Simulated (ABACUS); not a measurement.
Crystal: Tc.

```xyz
2
Lattice="2.7400 0.0000 0.0000 -1.3700 2.3729 0.0000 0.0000 0.0000 4.3980" Properties=species:S:1:pos:R:3 pbc="T T T"
Tc    1.3700    0.7910    3.2985
Tc    0.0000    1.5819    1.0995
```

* Program: ABACUS 3.10.1
* Task: single point
* Functional: PBE
* Potentials or basis: PseudoDojo NC SR 0.4.1 PBE standard
* Cutoff: 1361 eV
* Density cutoff: 5442 eV
* Basis: DZP LCAO (the cutoffs set its grid)
* k mesh: 11 × 11 × 6
* Occupations: fermi-dirac, width 0.05 eV
* Spin: no spin polarisation

On this cell: pressure 5.3 GPa; largest force under 0.003 eV/Å; band gap on the k mesh none (metal or under the smearing width).

The same run follows on a disturbed copy (atoms moved at random, drawn with an rms of 0.05 Å):

```
CELL_PARAMETERS angstrom
2.74000 0.00000 0.00000
-1.37000 2.37291 0.00000
0.00000 0.00000 4.39800
ATOMIC_POSITIONS crystal
Tc 0.64995 0.33009 0.74506
Tc 0.34119 0.66573 0.26152
```

Problem. What does the disturbed cell give?

Solution. The energy (extrapolated to zero smearing) moves by +5.6 meV/atom; pressure 6.0 GPa; largest force 0.280 eV/Å; band gap on the k mesh none (metal or under the smearing width).

Forces on the atoms (eV/Å):
```
Tc   0.187  0.010  0.209
Tc  -0.187 -0.010 -0.209
```

Stress tensor (GPa, compression positive):
```
 5.85 -1.20  1.06
-1.20  6.38  0.09
 1.06  0.09  5.81
```

Caveats: the atomic orbitals were generated for these runs and aren't a published set; the basis of atomic orbitals isn't converged, which shifts pressures, moduli and gaps.
